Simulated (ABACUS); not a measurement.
Cl, 4 atoms in the cell. Symmetry: Cmce, No. 64, orthorhombic system. The conventional cell has a = 6.290 Å, b = 4.500 Å, c = 8.210 Å, α = 90.00°, β = 90.00°, γ = 90.00°. Cl (site symmetry m) is surrounded by 1 Cl at 2.02 Å. 

```yaml
Program: ABACUS 3.10.1
Task: single point
Functional: LDA
Potentials_or_basis: SG15 ONCV 1.2 PBE
Cutoff: 816 eV
Density_cutoff: 3265 eV
Basis: plane waves
k_mesh: 5 × 5 × 3
Occupations: fermi-dirac, width 0.05 eV
Spin: no spin polarisation
Radial_cutoff_of_the_potentials_pseudo_rcut: 7 bohr
SCF_threshold_on_the_density: 1e-08
Max_SCF_steps: 100
Eigensolver: dav
Mixing: broyden
Mixing_share: 0.7
Symmetry_key: 1
Bands: 24
```

Potentials or basis: SG15 ONCV 1.2 PBE, plane waves.

Command:

```console
$ OMP_NUM_THREADS=1 mpirun -np 4 abacus > log
```

Hardware: 4 MPI ranks on AMD EPYC 9R45 96-Core Processor (Zen 5) (shared host).

**Question.** Estimate the wall time of this run.

**Answer.** Wall time 7.1 s on 4 MPI ranks on AMD EPYC 9R45 96-Core Processor (Zen 5), with other jobs on the host, peak memory 0.32 GiB a rank. Counts: scf iterations 7, k points 18, bands 24, ranks 4.
